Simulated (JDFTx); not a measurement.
TiB2:

```
CELL_PARAMETERS angstrom
3.02920 0.00000 0.00000
-1.51460 2.62336 0.00000
0.00000 0.00000 3.22840
ATOMIC_POSITIONS crystal
Ti 0.00000 0.00000 0.00000
B 0.66667 0.33333 0.50000
B 0.33333 0.66667 0.50000
```

Base run:

| Item | Value |
| --- | --- |
| Program | JDFTx 1.7.0 (patched build) |
| Functional | PBE |
| Potentials or basis | PseudoDojo-SR-PBE-0.5-standard with smoothed tails |
| Cutoff | 1143 eV |
| Density cutoff | 9143 eV |
| k mesh | 10 × 10 × 8 |
| Occupations | fermi-dirac, width 0.05 eV |
| Spin | no spin polarisation |
| Hubbard terms | Ti d U = 8 eV |

Its results: band gap on the k mesh none (metal or under the smearing width); pressure 5.6 GPa.

Question: The run is repeated on the same cell with these changes: hubbard terms from Ti d U = 8 eV to Ti d U = 2 eV. What comes out?

Answer: Band gap on the k mesh none (metal or under the smearing width); pressure 1.1 GPa.

Caveats: the empty levels aren't tightly converged; U without spin polarisation on a metal has little footing; the U is typed as a test and isn't derived for this compound.
